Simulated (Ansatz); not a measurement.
**Ti2C: convergence and cost**

Aim, for Ti2C: relax the cell with several choices of dispersion correction.

Program: Ansatz 0.2.0. Level of theory: DFT PBEsol, scalar-relativistic, plane waves, PAW for the base; runs at other levels say so in their headings and inputs, unless a step's input says otherwise. These are calculated values, not measurements.

1 further run of the same task is left out (set aside as unsound or not needed). Runs told in other sessions of the task aren't counted.

## 1. The structure to begin with

Symmetry: R-3m, No. 166, trigonal system. The conventional cell has a = 3.081 Å, b = 3.081 Å, c = 14.441 Å, α = 90.00°, β = 90.00°, γ = 120.00°. Around Ti (site symmetry 3m) lie 3 C at 2.11 Å. C (site symmetry -3m) is surrounded by 6 Ti at 2.11 Å.

Coordinates:

```cif
data_structure
_symmetry_space_group_name_H-M 'R-3m:H'
_symmetry_Int_Tables_number 166
_cell_length_a 3.0814
_cell_length_b 3.0814
_cell_length_c 14.4413
_cell_angle_alpha 90.000
_cell_angle_beta 90.000
_cell_angle_gamma 120.000
_cell_volume 118.75
loop_
_atom_site_label
_atom_site_type_symbol
_atom_site_symmetry_multiplicity
_atom_site_Wyckoff_symbol
_atom_site_fract_x
_atom_site_fract_y
_atom_site_fract_z
_atom_site_occupancy
Ti1 Ti 6 c 0.00000 0.00000 0.24550 1
C1 C 3 b 0.33333 0.66667 0.16667 1
```

The structure comes from the Materials Project (structure only); it is used as listed.

## 2. The base run, which the others are set against

input.yaml

```yaml
crystal:
  lattice:
    - [1.540698181, 0.8895225095, 4.8137698526]
    - [-1.540698181, 0.8895225095, 4.8137698526]
    - [0.0, -1.779045019, 4.8137698526]
  atoms:
    - { symbol: Ti, position: [0.24549783, 0.24549783, 0.24549783] }
    - { symbol: Ti, position: [0.75450217, 0.75450217, 0.75450217] }
    - { symbol: C, position: [0.5, 0.5, 0.5] }
basis:
  ecutwfc: 420
kpoints:
  mp_grid: { grid: [18, 18, 18] }
hamiltonian:
  xc: pbesol
scf:
  occupations: { method: gaussian, width: 0.1 }
output:
  forces: true
  stress: true
  eigenvalues: true
  populations: true
```

It was run beforehand and gave: -1732.1965 eV/atom at zero smearing, pressure -4.69 GPa, largest force 0.199 eV/Å, no gap on the mesh, in 7 SCF cycles and 44 s.

## 3. Relaxation, dispersion correction: D3(BJ)

input.yaml

```yaml
crystal:
  lattice:
    - [1.540698181, 0.8895225095, 4.8137698526]
    - [-1.540698181, 0.8895225095, 4.8137698526]
    - [0.0, -1.779045019, 4.8137698526]
  atoms:
    - { symbol: Ti, position: [0.24549783, 0.24549783, 0.24549783] }
    - { symbol: Ti, position: [0.75450217, 0.75450217, 0.75450217] }
    - { symbol: C, position: [0.5, 0.5, 0.5] }
basis:
  ecutwfc: 420
kpoints:
  mp_grid: { grid: [18, 18, 18] }
hamiltonian:
  xc: pbesol
  dispersion: d3bj
scf:
  occupations: { method: gaussian, width: 0.1 }
output:
  forces: true
  stress: true
  eigenvalues: true
relax:
  adjacent_minimum: "off"
  f_tol: 0.01
  max_steps: 60
  cell: { stress_tol: 0.05 }
```

Command:

```bash
ansatz run input.yaml --threads 1 --pin off --max-ram 2560MiB --backend cpu --events-out ev --progress --plain --runs-dir out
```

## 4. Relaxation, dispersion correction: D3(BJ)+ATM

input.yaml: that of step 3 with these lines changed.

```diff
@@ -15,3 +15,3 @@
   xc: pbesol
-  dispersion: d3bj
+  dispersion: d3bjatm
 scf:
```

## 5. Relaxing with dispersion correction D4

input.yaml: that of step 4 with these lines changed.

```diff
@@ -15,3 +15,3 @@
   xc: pbesol
-  dispersion: d3bjatm
+  dispersion: d4
 scf:
```

## 6. Relaxation, dispersion correction: r2SCAN, rVV10

input.yaml: that of step 5 with these lines changed.

```diff
@@ -10,3 +10,3 @@
 basis:
-  ecutwfc: 420
+  ecutwfc: 500
 kpoints:
@@ -14,4 +14,4 @@
 hamiltonian:
-  xc: pbesol
-  dispersion: d4
+  xc: r2scan
+  dispersion: rvv10
 scf:
@@ -22,2 +22,6 @@
   eigenvalues: true
+  write_density: true
+  write_potential: true
+  elf: true
+  volumetric_format: npy
 relax:
```

(Steps that only read results are left out.)

Q: Predict the outcome of the series: the values and the trend.

As calculated:

```
                                         quantity                                                                                                                                value
relaxed volume by dispersion correction (Å³/atom)  PBEsol, none: 12.84; PBEsol, D3(BJ): 12.33; PBEsol, D3(BJ)+ATM: 12.42; PBEsol, D4: 12.69; r2SCAN, none: 13.18; r2SCAN, rVV10: 13.08
```

The relaxed volumes span 6.9 %, from PBEsol, D3(BJ) (smallest) to r2SCAN, none (largest). The pair corrections change the volume by up to -4.0 %; an added attraction shrinks any cell somewhat, needed or not.
